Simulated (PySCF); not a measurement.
**How well do the runs reproduce experiment for C4H2O3?**

**Measured values to compare with.**

From NIST CCCBDB Release 22 (SRD 101), experimental dipoles, for the gas: dipole moment (microwave Stark effect, vibrational ground state) 4.141 ± 0.022 D.

The runs below try to reproduce these values; the comparison stands at the end.

Compound: C₄H₂O₃.
Numbering: `[O:1]=[C:2]1[CH:3]=[CH:4][C:5](=[O:6])[O:7]1` (hydrogens: H8 on C3; H9 on C4)

Structure used (GFN2-xTB), in Å, numbered top down from 1:
```
atom  x, y, z in Å
O1    -2.2103   -1.0881   -0.2163
C2    -1.1119   -0.6379   -0.2804
C3    -0.6755    0.7688   -0.5153
C4     0.6536    0.7918   -0.5055
C5     1.1350   -0.5991   -0.2622
O6     2.2470   -1.0109   -0.1784
O7     0.0239   -1.3946   -0.1389
H8    -1.3813    1.5644   -0.6580
H9     1.3331    1.6115   -0.6390
```

The PySCF runs (gas phase, on this GFN2-xTB geometry; no spin–orbit coupling):

```tsv
level	job	basis functions	wall time
CAM-B3LYP/def2-SVPD	8 singlets by full TDDFT, 3 Tamm–Dancoff triplets, polarisability	165	29 s
```

Hardware: one thread of an x86-64 server, no GPU, on a shared host.

Results beside the measurements:

**Dipole moment.** Measured: 4.141 D (NIST CCCBDB Release 22 (SRD 101), experimental dipoles).

```json
{"level": "CAM-B3LYP/def2-SVPD", "computed (D)": "4.264", "computed − measured (D)": "+0.123", "% (from the printed values)": "+3"}
```

The computed dipoles belong to one fixed geometry; measured ones are averaged over vibrations unless marked μe. Magnitudes are compared, not signs.

The geometry is computed, not the measured one. Where a level misses, the cause wasn't examined.
